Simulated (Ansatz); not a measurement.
**TePb under changes of volume**

One of the cells (33.730 Å³/atom); the others are scaled copies at fixed shape and fractional positions:

```
CELL_PARAMETERS angstrom
0.00000 3.23100 3.23100
3.23100 0.00000 3.23100
3.23100 3.23100 0.00000
ATOMIC_POSITIONS crystal
Pb 0.00000 0.00000 0.00000
Te 0.50000 0.50000 0.50000
```

| Item | Value |
| --- | --- |
| Program | Ansatz 0.2.0 |
| Functional | BPBE |
| Potentials or basis | Ansatz PAW |
| Cutoff | 420 eV (not typed: the program's choice for these potentials) |
| k mesh | 7 × 7 × 7 |
| Occupations | fermi-dirac, width 0.05 eV |
| Spin | no spin polarisation |

```csv
volume (Å³/atom),energy over the lowest point (meV/atom),pressure (GPa)
31.706,53.48,5.3
32.380,33.81,4.1
33.055,?,?
33.730,8.87,1.9
34.404,2.64,1.0
35.079,0.00,0.2
35.753,0.61,-0.5
```

Problem. What does the run at 33.055 Å³/atom give?

Solution. Energy over the lowest point 19.12 meV/atom; pressure 2.9 GPa.

Worked out: A Birch-Murnaghan fit of order 3 (a polynomial in V^(-2/3)) to the other rows has its minimum at 35.28 Å³/atom with B0 = V·E''(V) = 39 GPa and B' = 4.6. It gives 19.10 meV/atom at 33.055 Å³/atom, against the run's 19.12, and -dE/dV = 2.9 GPa, against 2.9.

Energies are extrapolated to zero smearing.

Caveats: the PAW data sets come from PBE, with cores solved anew for the run's functional, which leaves a small shift of forces and pressure.
